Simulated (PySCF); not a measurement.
Isomers of C4H9N, one GFN2-xTB conformer each. Single-point energies are computed at PBE0/pcSseg-1 (PySCF, gas phase, no added dispersion term), electronic only.

**Question.** Rank them by PBE0/pcSseg-1 energy, lowest first (kcal/mol).
A. `[H]/[N:5]=[C:3](\[CH2:2][CH3:1])[CH3:4]` with C1–C2–C3–C4 86°
B. `[CH2:1]=[CH:2][CH2:3][NH:4][CH3:5]` with C1–C2–C3–N4 -113°, C2–C3–N4–C5 -69°
C. `[CH2:1]1[CH2:2][CH2:3][NH:4][CH2:5]1` with C5–C1–C2–C3 0°, C1–C2–C3–N4 -23°, C2–C3–N4–C5 38°, C3–N4–C5–C1 -38° (pyrrolidine)
D. `[CH3:1][CH2:2]/[CH:3]=[N:4]\[CH3:5]` with C1–C2–C3–N4 180°

**Answer.** C (0.0), A (1.1), D (11.7), B (20.7).

As drawn, the highest has a C=C bond outside aromatic rings, which the lowest lacks. Neighbours under 2.5 kcal/mol apart (C1CCNC1 and [H]/N=C(/C)CC) can change places with a better method, another conformer or zero-point energy. GFN2-xTB itself gives, in the same order: 0.0, 13.8, 15.5, 29.6. Both levels put the same isomer lowest; measured from each level's own lowest isomer, the values differ by up to 12.7 kcal/mol ([H]/N=C(/C)CC: 13.8 against 1.1).

**Question.** Which frontier levels, dipoles and rotational constants go with these structures?

**Answer.** 
```csv
SMILES,"HOMO (eV, PBE0/pcSseg-1)",LUMO (eV),dipole (D),"A, B, C (MHz)"
C1CCNC1,-6.52,1.21,1.29,"6960, 6758, 3956"
[H]/N=C(/C)CC,-7.09,0.33,2.38,"7470, 3839, 3024"
CC/C=N\C,-6.72,0.10,2.18,"15288, 2612, 2327"
C=CCNC,-6.26,0.29,0.91,"13176, 2683, 2504"
```
